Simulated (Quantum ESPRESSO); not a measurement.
# HgTe (Coloradoite) (F-43m) in Quantum ESPRESSO: reference runs, part 3 of 3

Quantum ESPRESSO 7.5. The steps go on from the part before.

**7. Single point, PBE, 33.22 Å³/atom**

pw.in reads:

```
&CONTROL
  calculation = 'scf'
  prefix = 'pwscf'
  outdir = './tmp'
  pseudo_dir = './pseudo'
  tprnfor = .true.
  tstress = .true.
  disk_io = 'nowf'
/
&SYSTEM
  ibrav = 0
  nat = 2
  ntyp = 2
  ecutwfc = 60
  ecutrho = 440
  nbnd = 20
  occupations = 'smearing'
  smearing = 'fd'
  degauss = 0.00367493
/
&ELECTRONS
  conv_thr = 4d-10
  electron_maxstep = 120
  mixing_beta = 0.5
/
ATOMIC_SPECIES
Hg   200.5920 Hg_ONCV_PBE-1.0.oncvpsp.upf
Te   127.6000 Te_pbe_v1.uspp.F.UPF
CELL_PARAMETERS angstrom
   0.0000000000    3.2145000000    3.2145000000
   3.2145000000    0.0000000000    3.2145000000
   3.2145000000    3.2145000000    0.0000000000
ATOMIC_POSITIONS crystal
Hg     0.0000000000    0.0000000000    0.0000000000
Te     0.7500000000    0.7500000000    0.7500000000
K_POINTS automatic
7 7 7 0 0 0
```

Potentials or basis: SSSP 1.3 efficiency PBE.

Launch:

```console
$ OMP_NUM_THREADS=1 pw.x -in pw.in > pw.out
```

pw.out:

```text
This program is part of the open-source Quantum ESPRESSO suite
     for quantum simulation of materials; please cite
[... 9 lines left out ...]
     --------------------
     sticks:   dense  smooth     PW     G-vecs:    dense   smooth      PW
     Sum        2233    1225    361                70049    27989    4477

     Using Slab Decomposition

     bravais-lattice index     =            0
     lattice parameter (alat)  =       8.5907  a.u.
     unit-cell volume          =     448.2981 (a.u.)^3
     number of atoms/cell      =            2
     number of atomic types    =            2
     number of electrons       =        26.00
     number of Kohn-Sham states=           20
     kinetic-energy cutoff     =      60.0000  Ry
     charge density cutoff     =     440.0000  Ry
     scf convergence threshold =      4.0E-10
     mixing beta               =       0.5000
     number of iterations used =            8  plain     mixing
     Exchange-correlation= SLA  PW   PBE  PBE
                           (   1   4   3   4   0   0   0)

     celldm(1)=   8.590675  celldm(2)=   0.000000  celldm(3)=   0.000000
     celldm(4)=   0.000000  celldm(5)=   0.000000  celldm(6)=   0.000000

     crystal axes: (cart. coord. in units of alat)
               a(1) = (   0.000000   0.707107   0.707107 )
               a(2) = (   0.707107   0.000000   0.707107 )
               a(3) = (   0.707107   0.707107   0.000000 )

     reciprocal axes: (cart. coord. in units 2 pi/alat)
               b(1) = ( -0.707107  0.707107  0.707107 )
               b(2) = (  0.707107 -0.707107  0.707107 )
               b(3) = (  0.707107  0.707107 -0.707107 )

     PseudoPot. # 1 for Hg read from file:
     Hg_ONCV_PBE-1.0.oncvpsp.upf
     Pseudo is Norm-conserving, Zval = 20.0
     Generated using ONCVPSP code by D. R. Hamann
     Using radial grid of 1262 points,  8 beta functions with:
                l(1) =   0
                l(2) =   0
                l(3) =   1
                l(4) =   1
                l(5) =   2
                l(6) =   2
                l(7) =   3
                l(8) =   3

     PseudoPot. # 2 for Te read from file:
     Te_pbe_v1.uspp.F.UPF
     Pseudo is Ultrasoft + core correction, Zval =  6.0
     Generated by new atomic code, or converted to UPF format
     Using radial grid of  891 points,  5 beta functions with:
                l(1) =   0
                l(2) =   0
                l(3) =   1
                l(4) =   1
                l(5) =   2
     Q(r) pseudized with  6 coefficients,  rinner =    1.800   1.800   1.800
                                                       1.800   1.800

     atomic species   valence    mass     pseudopotential
     Hg               20.00   200.59200     Hg( 1.00)
     Te                6.00   127.60000     Te( 1.00)

     24 Sym. Ops. (no inversion) found

   Cartesian axes

     site n.     atom                  positions (alat units)
         1        Hg     tau(   1) = (   0.0000000   0.0000000   0.0000000  )
         2        Te     tau(   2) = (   1.0606602   1.0606602   1.0606602  )

     number of k points=    20  Fermi-Dirac smearing, width (Ry)=  0.0037
                       cart. coord. in units 2pi/alat
        k(    1) = (   0.0000000   0.0000000   0.0000000), wk =   0.0058309
        k(    2) = (   0.1010153   0.1010153  -0.1010153), wk =   0.0466472
        k(    3) = (   0.2020305   0.2020305  -0.2020305), wk =   0.0466472
        k(    4) = (   0.3030458   0.3030458  -0.3030458), wk =   0.0466472
        k(    5) = (   0.2020305  -0.0000000   0.0000000), wk =   0.0349854
        k(    6) = (   0.3030458   0.1010153  -0.1010153), wk =   0.1399417
[... 12 lines left out ...]
        k(   19) = (  -0.1010153  -0.5050763   0.7071068), wk =   0.1399417
        k(   20) = (   0.0000000  -0.4040610   0.6060915), wk =   0.1399417

     Dense  grid:    70049 G-vectors     FFT dimensions: (  60,  60,  60)

     Smooth grid:    27989 G-vectors     FFT dimensions: (  45,  45,  45)

     Initial potential from superposition of free atoms

     starting charge      25.9997, renormalised to      26.0000
     Starting wfcs are   14 randomized atomic wfcs +    6 random wfcs

     Self-consistent Calculation

     iteration #  1     ecut=    60.00 Ry     beta= 0.50
     Davidson diagonalization with overlap
     ethr =  1.00E-02,  avg # of iterations =  7.1

     Threshold (ethr) on eigenvalues was too large:
     Diagonalizing with lowered threshold

     Davidson diagonalization with overlap
     ethr =  1.98E-04,  avg # of iterations =  5.0

     total energy              =    -336.64087104 Ry
     estimated scf accuracy    <       0.05070314 Ry
[... 50 lines left out ...]
     iteration #  9     ecut=    60.00 Ry     beta= 0.50
     Davidson diagonalization with overlap
     ethr =  4.63E-12,  avg # of iterations =  4.7

     End of self-consistent calculation

          k = 0.0000 0.0000 0.0000 (  3527 PWs)   bands (ev):

  -107.5481 -55.8808 -55.8808 -55.8808  -4.4942   0.1827   0.1827   0.1827
     0.7315   0.7315   6.9442   7.6104   7.6104   7.6104  11.7814  11.7814
    11.7814  14.2818  17.2589  17.2590

          k = 0.1010 0.1010-0.1010 (  3539 PWs)   bands (ev):
[... 85 lines left out ...]
  -107.5481 -55.8810 -55.8809 -55.8808  -3.6955   0.3770   0.5210   0.5562
     0.7958   1.2737   2.0556   4.9323   5.4115   9.6935  10.6363  15.1331
    15.7376  16.3420  17.9767  19.2880

          k = 0.4041 0.2020 0.0000 (  3507 PWs)   bands (ev):

  -107.5481 -55.8809 -55.8808 -55.8808  -3.9638   0.3176   0.3630   0.4909
     0.7433   0.7906   3.3341   5.4647   6.3126   9.8974  11.3599  12.7793
    14.1591  15.5249  18.0256  18.2918

          k =-0.2020-0.4041 0.6061 (  3522 PWs)   bands (ev):
[... 13 lines left out ...]
  -107.5481 -55.8810 -55.8809 -55.8808  -3.7108   0.4015   0.4571   0.6640
     0.7273   1.3185   2.0623   4.6659   5.3996  10.4437  12.0218  13.3023
    14.2062  16.4178  17.8136  19.6470

     the Fermi energy is     7.6510 ev

!    total energy              =    -336.65635345 Ry
     estimated scf accuracy    <          1.2E-10 Ry
     smearing contrib. (-TS)   =      -0.00005059 Ry
     internal energy E=F+TS    =    -336.65630286 Ry

     The total energy is F=E-TS. E is the sum of the following terms:
     one-electron contribution =    -231.48670516 Ry
     hartree contribution      =     117.17233051 Ry
     xc contribution           =     -41.96036492 Ry
     ewald contribution        =    -180.38156329 Ry

     convergence has been achieved in   9 iterations

     Forces acting on atoms (cartesian axes, Ry/au):

     atom    1 type  1   force =     0.00000000    0.00000000   -0.00000000
     atom    2 type  2   force =    -0.00000000   -0.00000000    0.00000000

     Total force =     0.000000     Total SCF correction =     0.000000

     Computing stress (Cartesian axis) and pressure

          total   stress  (Ry/bohr**3)                   (kbar)     P=       47.07
   0.00031997   0.00000000   0.00000000           47.07        0.00        0.00
   0.00000000   0.00031997   0.00000000            0.00       47.07        0.00
   0.00000000   0.00000000   0.00031997            0.00        0.00       47.07

=------------------------------------------------------------------------------=
   JOB DONE.
=------------------------------------------------------------------------------=
```

It took 36 s on 1 thread of Arm Neoverse V1, shared host; peak memory 0.26 GiB.

What came out:

```
Free energy            : -4580.4430 eV
Pressure               : 4.7 GPa
Band gap on the k mesh : none (metal or under the smearing width)
```

**8. Single point, PBE, 33.88 Å³/atom**

Edit pw.in of step 7 so:

```diff
@@ -29,5 +29,5 @@
 CELL_PARAMETERS angstrom
-   0.0000000000    3.2145000000    3.2145000000
-   3.2145000000    0.0000000000    3.2145000000
-   3.2145000000    3.2145000000    0.0000000000
+   0.0000000000    3.2357886999    3.2357886999
+   3.2357886999    0.0000000000    3.2357886999
+   3.2357886999    3.2357886999    0.0000000000
 ATOMIC_POSITIONS crystal
```

Launch:

```console
$ OMP_NUM_THREADS=1 pw.x -in pw.in > pw.out
```

Wall time 36 s (1 thread of Arm Neoverse V1, shared host); peak memory 0.26 GiB.

It converged, with:

| Quantity | Value |
| --- | --- |
| Free energy | -4580.4777 eV |
| Pressure | 3.6 GPa |
| Band gap on the k mesh | none (metal or under the smearing width) |

**9. Single point, PBE, 34.54 Å³/atom**

Edit pw.in of step 8 so:

```diff
@@ -29,5 +29,5 @@
 CELL_PARAMETERS angstrom
-   0.0000000000    3.2357886999    3.2357886999
-   3.2357886999    0.0000000000    3.2357886999
-   3.2357886999    3.2357886999    0.0000000000
+   0.0000000000    3.2568009036    3.2568009036
+   3.2568009036    0.0000000000    3.2568009036
+   3.2568009036    3.2568009036    0.0000000000
 ATOMIC_POSITIONS crystal
```

Potentials or basis: SSSP 1.3 efficiency PBE.

Launch:

```console
$ OMP_NUM_THREADS=1 pw.x -in pw.in > pw.out
```

Wall time 36 s (1 thread of Arm Neoverse V1, shared host); peak memory 0.26 GiB.

Results (log left out):

```
Free energy            : -4580.5039 eV
Pressure               : 2.6 GPa
Band gap on the k mesh : none (metal or under the smearing width)
```

**10. Single point, PBE, 35.21 Å³/atom**

Edit pw.in of step 9 so:

```diff
@@ -29,5 +29,5 @@
 CELL_PARAMETERS angstrom
-   0.0000000000    3.2568009036    3.2568009036
-   3.2568009036    0.0000000000    3.2568009036
-   3.2568009036    3.2568009036    0.0000000000
+   0.0000000000    3.2775454177    3.2775454177
+   3.2775454177    0.0000000000    3.2775454177
+   3.2775454177    3.2775454177    0.0000000000
 ATOMIC_POSITIONS crystal
```

Launch:

```console
$ OMP_NUM_THREADS=1 pw.x -in pw.in > pw.out
```

Run time: 37 s. Hardware: 1 thread of Arm Neoverse V1, shared host; peak memory 0.27 GiB.

It converged, with:

```yaml
Free_energy: -4580.5223 eV
Pressure: 1.8 GPa
Band_gap_on_the_k_mesh: none (metal or under the smearing width)
```

**11. Equation of state, PBE**

This step only gathers the single runs of the series.

What came out:

```
Equilibrium volume : 36.86 Å³/atom (rough: see the caveat)
Bulk modulus       : 35 GPa (rough)
```

Energy against volume, from the lowest point:
```
volume (Å³/atom)  energy (meV/atom)
          31.223             122.91
          31.887              89.33
          32.551              61.79
          33.215              39.64
          33.880              22.29
          34.544               9.22
          35.208               0.00
```

Caveat: the minimum lies outside the volumes run.

**12. The runs side by side**

```csv
task,cell,gap on the mesh (eV),pressure (GPa)
single point,as given,none,4.7
single point,"atoms moved at random, drawn with an rms of 0.05 Å",none,4.7
equation of state,as given,-,-
```

Alike in all rows: level PBE; potentials or basis SSSP 1.3 efficiency PBE; no spin polarisation; k mesh 7 × 7 × 7; cutoff (eV) 816; smearing fermi-dirac 0.05 eV.

Caveats: the minimum lies outside the volumes run (some runs).

Total energies depend on the potentials used, so only differences within one code and one set of settings carry meaning.
